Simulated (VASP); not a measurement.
Crystal: PbSe (Clausthalite).

```
CELL_PARAMETERS angstrom
0.00000 3.06065 3.06065
3.06065 0.00000 3.06065
3.06065 3.06065 0.00000
ATOMIC_POSITIONS crystal
Pb 0.00000 0.00000 0.00000
Se 0.50000 0.50000 0.50000
```

```yaml
Program: VASP 6.6.1
Task: relaxation of cell and atoms
Functional: RPBE
Dispersion: D3(BJ)
Potentials_or_basis: VASP PAW PBE potentials, release 64 (Pb_d, Se)
Cutoff: 600 eV
k_mesh: 8 × 8 × 8
Occupations: fermi-dirac, width 0.05 eV
Spin: no spin polarisation
```

At the start: pressure -10.3 GPa; volume 28.67 Å³/atom.

Task: How do energy, volume and symmetry change on relaxing?

Result: Over 3 steps the energy falls by 189.6 meV/atom and the volume is 23.74 Å³/atom (-17.2 %); space group Fm-3m (No. 225, to 0.05 Å).

Step by step:
```tsv
step	energy change (eV)	largest force (eV/Å)	pressure (GPa)	volume (Å³)
1	0.0000	0.0000	-10.30	57.34
2	-0.2731	0.0000	9.10	43.37
3	-0.3792	0.0000	-0.11	47.47
```

Final structure:
```
Pb Se
1.0
     0.00000    2.87394    2.87394
     2.87394    0.00000    2.87394
     2.87394    2.87394    0.00000
Pb Se
1 1
Direct
  0.00000 0.00000 0.00000
  0.50000 0.50000 0.50000
```

The cell as given is a measured one (28.67 Å³/atom); RPBE+D3(BJ) puts the equilibrium volume -17.2 % from it, thermal expansion not counted.

Caveat: the volume moved by over 15 % at a fixed basis, so the end points are rough; the PAW data sets were made with another functional, which shifts forces and pressure a little; the volume moved by -17 % from the deposited cell, more than functionals usually miss.
